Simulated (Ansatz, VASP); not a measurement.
W: VASP beside Ansatz

The input INCAR:

```
SYSTEM = W
PREC     = Accurate       ! precision mode
ENCUT    = 520            ! plane-wave cutoff, eV
EDIFF    = 1E-8           ! SCF threshold, eV
ISMEAR   = -1             ! smearing method
SIGMA    = 0.05           ! smearing width, eV
LREAL    = .FALSE.        ! projectors in reciprocal space
LASPH    = .TRUE.         ! aspherical terms in the spheres
NELM     = 60             ! most SCF steps
ALGO     = Normal         ! electronic algorithm
ISIF     = 2              ! what is computed and relaxed
LWAVE    = .FALSE.        ! write WAVECAR
LCHARG   = .FALSE.        ! write CHGCAR
LEFG     = .TRUE.       
NBANDS   = 13             ! bands
```

KPOINTS

```
Automatic mesh
0
G
  14 14 14
  0 0 0
```

POSCAR

```
W
1.0
    0.0000000000      2.0367442356      2.0367442356
    2.0367442356      0.0000000000      2.0367442356
    2.0367442356      2.0367442356      0.0000000000
W
1
Direct
    0.0000000000      0.0000000000      0.0000000000
```

Input for Ansatz:

```yaml
crystal:
  lattice:
    - [0.0, 2.0367442356, 2.0367442356]
    - [2.0367442356, 0.0, 2.0367442356]
    - [2.0367442356, 2.0367442356, 0.0]
  atoms:
    - { symbol: W, position: [0.0, 0.0, 0.0] }
kpoints:
  mp_grid: { grid: [14, 14, 14] }
scf:
  occupations: { method: fermi_dirac, width: 0.05 }
hamiltonian:
  xc: lda
  pseudopotentials: { kind: paw }
output:
  forces: true
  stress: true
  eigenvalues: true
  efg: { contact_densities: true }
  write_density: true
  write_potential: true
  elf: true
  volumetric_format: npy
```

Change from the starting cell: volume scaled by 1.01, PAW files.

Alike in both runs: task electric field gradients; functional LDA; k mesh 14 × 14 × 14; occupations fermi-dirac, width 0.05 eV; no spin polarisation.

```csv
,VASP,Ansatz
version,VASP 6.6.1,Ansatz 0.2.0
potentials or method,"VASP PAW LDA potentials, release 64 (W_sv)","PAW with Ansatz's default frozen-core files, scalar-relativistic"
plane-wave cutoff (eV),520,420
valence electrons in the cell,14,14
```

VASP gave:

* pressure (GPa): -18.7
* Vzz of the field gradient on the site that differs most (V/Å²): 0.0

Question: Which values does Ansatz return?

Answer: Pressure (GPa): -20.1; Vzz of the field gradient on the site that differs most (V/Å²): 0.0.

Ansatz warned: «gradients_without_spin_orbit».

Caveats: so large a pressure means that the cell lies far from this level's equilibrium, or that cutoff or potentials fall short (VASP). Spin-orbit coupling is left out, which matters for the levels of W.
